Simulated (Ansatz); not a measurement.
Crystal: CuI (Marshite).

```
I Cu
1.0
     0.00000    3.03150    3.03150
     3.03150    0.00000    3.03150
     3.03150    3.03150    0.00000
I Cu
1 1
Direct
  0.00000 0.00000 0.00000
  0.75000 0.75000 0.75000
```

Base run:

| Item | Value |
| --- | --- |
| Program | Ansatz 0.2.0 |
| Functional | PBE |
| Potentials or basis | all-electron LAPW, scalar-relativistic |
| Cutoff | 283 eV (chosen from the basis error) |
| Basis error allowed | 0.001 eV/atom |
| k mesh | 8 × 8 × 8 |
| Occupations | gaussian, width 0.017 eV |
| Spin | no spin polarisation |

Its results: band gap on the k mesh 1.12 eV, direct; pressure 0.3 GPa.

The run is repeated on the same cell with these changes: functional from PBE to revPBE; occupations from gaussian, width 0.017 eV to fermi-dirac, width 0.05 eV. What comes out?

Band gap on the k mesh 1.22 eV, direct; pressure 1.8 GPa.

Caveats: spin-orbit coupling is left out, which moves the levels of the heavy elements.
